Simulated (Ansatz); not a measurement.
## TiPbO3: reading a single point

```
Pb Ti O
1.0
     7.96386    0.00000    0.00000
     0.00000    3.98193    0.00000
     0.00000    0.00000    3.98193
Pb Ti O
2 2 6
Direct
  0.00000 0.00000 0.00000
  0.50000 0.00000 0.00000
  0.25000 0.50000 0.50000
  0.75000 0.50000 0.50000
  0.00000 0.50000 0.50000
  0.50000 0.50000 0.50000
  0.25000 0.00000 0.50000
  0.75000 0.00000 0.50000
  0.25000 0.50000 0.00000
  0.75000 0.50000 0.00000
```

Single point in Ansatz 0.2.0 with r2SCAN, collinear spin. Cutoff 500 eV, PAW datasets, 3×6×6 Γ-centred k mesh, fermi-dirac filling (width 0.1 eV).

The state carries no moments; the state need not be the lowest.

**Question.** Metal or insulator? Give the gap.

**Answer.** The gap is 1.96 eV, direct at the points sampled. A semilocal functional usually gives too small a gap.

**Question.** Describe some of the short contacts.

**Answer.** Ti–O at 1.99 Å: least valence density 0.64 e/Å³ and ELF 0.19 there. Pb–O at 2.82 Å: least valence density 0.16 e/Å³ and ELF 0.09 there, a closed-shell (ionic or weak) contact. These are pseudo-fields; inside the PAW spheres they differ from the all-electron ones.

**Question.** Give the Bader charges.

**Answer.** Bader charges in e: Ti +2.35, Pb +1.45, O -1.27. In the mean Ti gives up most and O takes most.

**Question.** What does the stress say?

**Answer.** The pressure is -6.3 GPa (compression positive), so with the atoms held at these fractions the cell would first shrink.

**Question.** Which orbitals make up the band edges?

**Answer.** Within 0.7 eV of the edges, the states project mainly on O p (90 %) below the gap and on Ti d (90 %) above it.

Origin: a database entry at a rescaled volume. Caveats: the input typed no starting moments; no spin-orbit coupling, which can shift this gap by tenths of an eV.
